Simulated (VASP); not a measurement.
# Ti (P6_3/mmc) in VASP: notebook

Runs on Ti. Level: PBE+D3(BJ). Tasks: relaxation of cell and atoms, vibrations by finite differences.

Everything below comes from runs of VASP 6.6.1. Logs are shortened: lines on timing, memory, paths and dates and some standing lists are left out, and cuts for length are marked.

### 1 Starting point

Symmetry: P6_3/mmc, No. 194, hexagonal system. The conventional cell has a = 2.950 Å, b = 2.950 Å, c = 4.680 Å, α = 90.00°, β = 90.00°, γ = 120.00°. Ti (site symmetry -6m2) has 12 Ti at 2.89 to 2.95 Å as nearest neighbours.

### 2 Relaxation of cell and atoms, PBE+D3(BJ)

INCAR

```
SYSTEM = Ti
  ALGO = Normal
  EDIFF = 1E-7
  EDIFFG = -0.002
  ENCUT = 520
  GGA = PE
  IBRION = 2
  ISIF = 3
  ISMEAR = 0
  IVDW = 12
  LASPH = .TRUE.
  LCHARG = .FALSE.
  LREAL = .FALSE.
  LWAVE = .FALSE.
  NELM = 100
  NSW = 80
  PREC = Accurate
  SIGMA = 0.1
```

KPOINTS

```
k-points
0
G
  18 18 10
  0 0 0
```

POSCAR

```
Ti
1.0
    2.9500000000      0.0000000000      0.0000000000
   -1.4750000000      2.5547749400      0.0000000000
    0.0000000000      0.0000000000      4.6800000000
Ti
2
Direct
    0.3333333300      0.6666666700      0.2500000000
    0.6666666700      0.3333333300      0.7500000000
```

Potentials or basis: VASP PAW PBE potentials, release 64 (Ti_sv).

Run with:

```
$ cat potpaw_PBE.64/Ti_sv/POTCAR > POTCAR
$ mpirun -np 1 vasp_std > vasp.out
```

OUTCAR:

```text
SYSTEM = Ti
   EDIFF = 1E-7
   EDIFFG = -0.002
   ENCUT = 520
   GGA = PE
   IBRION = 2
   ISIF = 3
   ISMEAR = 0
   IVDW = 12
   LASPH = .TRUE.
   LREAL = .FALSE.
   NELM = 100
   NSW = 80
   PREC = Accurate
 IVDW          = 12

 ion  position               nearest neighbor table
   1  0.333  0.667  0.250-   2 2.89   2 2.89   2 2.89   2 2.89   2 2.89   2 2.89
   2  0.667  0.333  0.750-   1 2.89   1 2.89   1 2.89   1 2.89   1 2.89   1 2.89

  LATTYP: Found a hexagonal cell.
 ALAT       =     2.9500000000
 C/A-ratio  =     1.5864406780

  Lattice vectors:

 A1 = (   2.9500000000,   0.0000000000,   0.0000000000)
 A2 = (  -1.4750000000,   2.5547749400,   0.0000000000)
 A3 = (   0.0000000000,   0.0000000000,   4.6800000000)

Analysis of symmetry for initial positions (statically):
=====================================================================
 Subroutine PRICEL returns:
 Original cell was already a primitive cell.

 Routine SETGRP: Setting up the symmetry group for a
 hexagonal supercell.

 Subroutine GETGRP returns: Found 24 space group operations
 (whereof 12 operations were pure point group operations)
 out of a pool of 24 trial point group operations.

The static configuration has the point symmetry D_3d.
 The point group associated with its full space group is D_6h.

Analysis of symmetry for dynamics (positions and initial velocities):
=====================================================================
 Subroutine PRICEL returns:
 Original cell was already a primitive cell.

 Routine SETGRP: Setting up the symmetry group for a
 hexagonal supercell.

 Subroutine GETGRP returns: Found 24 space group operations
 (whereof 12 operations were pure point group operations)
 out of a pool of 24 trial point group operations.

The dynamic configuration has the point symmetry D_3d.
 The point group associated with its full space group is D_6h.

 Subroutine INISYM returns: Found 24 space group operations
 (whereof 12 operations are pure point group operations),
 and found     1 'primitive' translations

----------------------------------------------------------------------------------------

                                     Primitive cell

  volume of cell :      35.2712

  direct lattice vectors                    reciprocal lattice vectors
     2.950000000  0.000000000  0.000000000     0.338983051  0.195711956  0.000000000
    -1.475000000  2.554774940  0.000000000     0.000000000  0.391423911  0.000000000
     0.000000000  0.000000000  4.680000000     0.000000000  0.000000000  0.213675214

  length of vectors
     2.950000000  2.949999999  4.680000000     0.391423911  0.391423911  0.213675214

  position of ions in fractional coordinates (direct lattice)
     0.333333330  0.666666670  0.250000000
     0.666666670  0.333333330  0.750000000

  ion indices of the primitive-cell ions
   primitive index   ion index
                 1           1
                 2           2

----------------------------------------------------------------------------------------

 KPOINTS: k-points

Automatic generation of k-mesh.
 Grid dimensions read from file:
 generate k-points for:   18   18   10

 Generating k-lattice:

  Cartesian coordinates                     Fractional coordinates (reciprocal lattice)
     0.018832392  0.010872886  0.000000000     0.055555556  0.000000000  0.000000000
     0.000000000  0.021745773  0.000000000     0.000000000  0.055555556  0.000000000
     0.000000000  0.000000000  0.021367521     0.000000000  0.000000000  0.100000000

  Length of vectors
     0.021745773  0.021745773  0.021367521

  Shift w.r.t. Gamma in fractional coordinates (k-lattice)
     0.000000000  0.000000000  0.000000000

 Subroutine IBZKPT returns following result:
 ===========================================

 Found    222 irreducible k-points:

 Following reciprocal coordinates:
            Coordinates               Weight
  0.000000  0.000000  0.000000      1.000000
  0.055556 -0.000000  0.000000      6.000000
  0.111111 -0.000000  0.000000      6.000000
  0.166667  0.000000  0.000000      6.000000
  0.222222 -0.000000  0.000000      6.000000
  0.277778  0.000000  0.000000      6.000000
[... 16 lines left out ...]
  0.333333  0.111111  0.000000     12.000000
  0.388889  0.111111  0.000000     12.000000
 [... further k-points ...]
   k-points           NKPTS =    222   k-points in BZ     NKDIM =    222   number of bands    NBANDS=     16
   number of dos      NEDOS =    301   number of ions     NIONS =      2
   total plane-waves  NPLWV =  20736
   dimension x,y,z NGX =    24 NGY =   24 NGZ =   36
   dimension x,y,z NGXF=    48 NGYF=   48 NGZF=   72
   ions per type =               2
   NGX,Y,Z   is equivalent  to a cutoff of  13.53, 13.53, 12.79 a.u.
   NGXF,Y,Z  is equivalent  to a cutoff of  27.05, 27.05, 25.58 a.u.
 SYSTEM =  Ti
   PREC   = accura    normal or accurate (medium, high low for compatibility)
   ISTART =      0    job   : 0-new  1-cont  2-samecut
   ICHARG =      2    charge: 1-file 2-atom 10-const
   ISPIN  =      1    spin polarized calculation?
   LNONCOLLINEAR =      F non collinear calculations
   LSORBIT =      F    spin-orbit coupling
   LASPH  =      T    aspherical Exc in radial PAW
   ENCUT  =  520.0 eV  38.22 Ry    6.18 a.u.   5.49  5.49  8.70*2*pi/ulx,y,z
   NELM   =    100;   NELMIN=  2; NELMDL= -5     # of ELM steps
   EDIFF  = 0.1E-06   stopping-criterion for ELM
   LREAL  =      F    real-space projection
   EDIFFG = -.2E-02   stopping-criterion for IOM
   NSW    =     80    number of steps for IOM
   IBRION =      2    ionic relax: 0-MD 1-quasi-New 2-CG
   NFREE  =      1    steps in history (QN), initial steepest desc. (CG)
   ISIF   =      3    stress and relaxation
   ISYM   =      2    0-nonsym 1-usesym 2-fastsym
   POTIM  = 0.5000    time-step for ionic-motion
   TEBEG  =    0.0;   TEEND  =   0.0 temperature during run
   PSTRESS=    0.0 pullay stress
   NELECT =      24.0000    total number of electrons
   NUPDOWN=      -1.0000    fix difference up-down
   EMIN   =  10.00;   EMAX   =-10.00  energy-range for DOS
   EFERMI =   0.00;   METHOD = LEGACY
   ISMEAR =     0;   SIGMA  =   0.10  broadening in eV -4-tet -1-fermi 0-gaus
   EFERMI_NEDOS =   21; number of points for ismear=-14 and -15
   IALGO  =     38    algorithm
   IMIX   =      4    mixing-type and parameters
     AMIX     =   0.40;   BMIX     =  1.00
     AMIX_MAG =   1.60;   BMIX_MAG =  1.00
  volume/ion in A,a.u.               =      17.64       119.01
  Fermi-wavevector in a.u.,A,eV,Ry     =   1.439920  2.721055 28.209912  2.073370
  Thomas-Fermi vector in A             =   2.558722
   LORBIT       =      0    0 simple, 1 ext, 2 COOP (PROOUT), +10 PAW based schemes
   GGA     = PE    functional components
   LHFCALC =     F    Hartree Fock is set to
   AEXX    =    0.0000 exact exchange contribution
   IVDW    =    12    specifies the selected vdW correction
   LEPSILON=     F    determine dielectric tensor
   LRPA    =     F    only Hartree local field effects (RPA)
 conjugate gradient relaxation of ions
 non-spin polarized calculation
 Gauss-broadening in eV      SIGMA  =   0.10
  energy-cutoff  :      520.00
  volume of cell :       35.27
 maximum number of plane-waves:       976
 NGX is ok and might be reduce to    24
   NGX = 11   NGY = 11   NGZ = 17

--------------------------------------- Ionic step        1  -------------------------------------------

 number of electron      24.0000002 magnetization

 Free energy of the ion-electron system (eV)
  ---------------------------------------------------
  ext. energy  EPLUGINS =         0.00000000
  ---------------------------------------------------
  free energy    TOTEN  =       -15.67417470 eV

  energy without entropy =      -15.66454441  energy(sigma->0) =      -15.66935955

------------------------ aborting loop because EDIFF is reached ----------------------------------------

 Edisp (eV)   -1.18418

 E8    (eV) :    -0.5617

  FORCE on cell =-STRESS in cart. coord.  units (eV):
  Direction    XX          YY          ZZ          XY          YZ          ZX
  --------------------------------------------------------------------------------------
  -------------------------------------------------------------------------------------
  Total      -1.60319    -1.60319    -1.68564     0.00000     0.00000     0.00000
  in kB     -72.82414   -72.82414   -76.56932     0.00000     0.00000     0.00000
  external pressure =      -74.07 kB  Pullay stress =        0.00 kB
[... 181 lines left out ...]
  energy  without entropy=      -16.9068937286  energy(sigma->0) =      -16.91135678

--------------------------------------- Ionic step        6  -------------------------------------------

 number of electron      24.0000002 magnetization

 Free energy of the ion-electron system (eV)
  ---------------------------------------------------
  ext. energy  EPLUGINS =         0.00000000
  ---------------------------------------------------
  free energy    TOTEN  =       -15.64291148 eV

  energy without entropy =      -15.63398783  energy(sigma->0) =      -15.63844966

 E-fermi :   8.9287     XC(G=0): -11.7541

 val. band max:        8.9138082756   @ k =   0.3333   0.1667   0.4000
 cond. band min:       8.9316100109   @ k =   0.0556  -0.0000   0.5000
 fundamental gap:      0.0178017352
 Fermi energy:         8.9287452496

 k-point     1 :       0.0000    0.0000    0.0000
  band No.  band energies     occupation
      1     -47.8548      2.00000
      2     -47.6852      2.00000
      3     -24.5069      2.00000
      4     -23.7491      2.00000
      5     -23.7491      2.00000
      6     -23.6661      2.00000
[... 8 lines left out ...]
     15      10.2608      0.00000
     16      10.2608      0.00000
[... 420 lines left out ...]
  band No.  band energies     occupation
      1     -47.7088      2.00000
      2     -47.6532      2.00000
      3     -24.2796      2.00000
      4     -24.1434      2.00000
      5     -24.1388      2.00000
      6     -23.9468      2.00000
[... 8 lines left out ...]
     15      10.1609      0.00000
     16      12.2389      0.00000

 [... further k-points ...]

------------------------ aborting loop because EDIFF is reached ----------------------------------------

 Edisp (eV)   -1.27291

 E8    (eV) :    -0.6045

  FORCE on cell =-STRESS in cart. coord.  units (eV):
  Direction    XX          YY          ZZ          XY          YZ          ZX
  --------------------------------------------------------------------------------------
  -------------------------------------------------------------------------------------
  Total      -0.00013    -0.00013    -0.00014    -0.00000     0.00000     0.00000
  in kB      -0.00626    -0.00626    -0.00686    -0.00000     0.00000     0.00000
  external pressure =       -0.01 kB  Pullay stress =        0.00 kB
[... 17 lines left out ...]
  FREE ENERGIE OF THE ION-ELECTRON SYSTEM (eV)
  ---------------------------------------------------
  free  energy   TOTEN  =       -16.9158250657 eV

  energy  without entropy=      -16.9069014165  energy(sigma->0) =      -16.91136324

 reached required accuracy - stopping structural energy minimisation
```

It took 3 min on 1 thread of Intel Xeon 6975P-C (Granite Rapids), shared host; peak memory 0.25 GiB.

Results:

```yaml
Free_energy: -16.9158 eV
Relaxed_volume: 16.46 Å³/atom
Relaxed_cell: a = 2.884 Å, b = 2.884 Å, c = 4.570 Å, α = 90.00°, β = 90.00°, γ = 120.00°
Space_group_after_relaxing_to_0.05_Å: P6_3/mmc (No. 194)
Energy_gained_by_relaxing: 28.7 meV/atom
Ionic_steps: 6
Pressure_after_relaxing: 0.0 GPa
Band_gap_on_the_k_mesh: none (metal or under the smearing width)
Dispersion_energy_per_atom: -0.636 eV
```

Step by step:
| step | energy change (eV) | largest force (eV/Å) | pressure (GPa) | volume (Å³) |
| --- | --- | --- | --- | --- |
| 1 | 0.0000 | 0.0000 | -7.41 | 35.27 |
| 2 | -0.0241 | 0.0000 | 6.74 | 31.27 |
| 3 | -0.0575 | 0.0000 | -0.04 | 32.92 |
| 4 | -0.0575 | 0.0000 | 0.12 | 32.88 |
| 5 | -0.0575 | 0.0000 | -0.08 | 32.93 |
| 6 | -0.0575 | 0.0000 | 0.00 | 32.91 |

Final structure:
```cif
data_structure
_symmetry_space_group_name_H-M 'P 1'
_symmetry_Int_Tables_number 1
_cell_length_a 2.8839
_cell_length_b 2.8839
_cell_length_c 4.5697
_cell_angle_alpha 90.000
_cell_angle_beta 90.000
_cell_angle_gamma 120.000
_cell_volume 32.91
loop_
_atom_site_label
_atom_site_type_symbol
_atom_site_fract_x
_atom_site_fract_y
_atom_site_fract_z
_atom_site_occupancy
Ti1 Ti 0.33333 0.66667 0.25000 1
Ti2 Ti 0.66667 0.33333 0.75000 1
```

Caveat: pairwise dispersion overbinds metals, which lowers pressure and volume.

[end of part 1 of 2]
